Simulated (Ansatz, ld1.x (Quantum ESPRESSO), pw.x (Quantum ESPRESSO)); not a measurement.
## rhodium (sc): variants of one RRKJ potential in the solid

rhodium, norm-conserving RRKJ (Kleinman–Bylander form), made with ld1.x (Quantum ESPRESSO) 7.5 (PBE, scalar-relativistic). Core [Kr], reference 4d8 5s1 5p0. Waves: 5p (bound, empty): rc 2.55 bohr; 4d (bound): rc 2.05 bohr; 5s (bound): rc 2.80 bohr. Local part: the s channel. Core correction: none.

Crystal test: sc Rh in pw.x 7.5, no spin, 13³ k-points, Fermi–Dirac smearing 0.01 Ry, cutoffs set for each file from its atomic test. The reference is all-electron LAPW (Ansatz 0.2.0) with the same functional, mesh and smearing; V0 and B0 come from Birch–Murnaghan fits to the pressures at five volumes. Errors are pseudo minus all-electron; Δ is the rms difference of the E(V) curves that follow from these fits, minima aligned, over ±6 % about the mean V0. Mesh and smearing are coarse, so the numbers serve the comparison and aren't converged zero-temperature values; the lattice is a test structure that the element need not adopt.

All-electron: a0 = 2.539 Å (V0 = 16.37 Å³/atom), B0 = 179.8 GPa.

Base: The largest radius (2.80 bohr) exceeds half the bond length (2.40 bohr), so the spheres overlap, which is one possible source of error among others. This is a poor potential for the solid.

1 further variants are left out: they gave no file fit for a test, a broken result, the same result as the base, or pressures whose basis-set error rivals the error shown.

A dash in a converged row means that the minimum lies outside the volumes sampled.

| change | cutoffs (Ry) | pw.x | a0 (Å) | a0 error (%) | B0 error (%) | Δ (meV/atom) | mean pressure error (GPa) |
| --- | --- | --- | --- | --- | --- | --- | --- |
| base | 55/220 | converged | – | – | – | – | +10.04 |
| wave 5p (bound): rc 2.55 bohr becomes 5p (bound): rc 2.36 bohr | 55/220 | converged | – | – | – | – | +10.23 |
| wave 5p (bound): rc 2.55 bohr becomes 5p (bound): rc 2.86 bohr | 55/220 | converged | – | – | – | – | +9.69 |
| wave 5p (bound): rc 2.55 bohr becomes 5p (bound): rc 3.20 bohr | 55/220 | converged | – | – | – | – | +9.14 |
| wave 5p (bound): rc 2.55 bohr becomes 5p (bound): rc 3.78 bohr | 55/220 | converged | 2.577 | +1.50 | -3.9 | 28.9 | +8.84 |
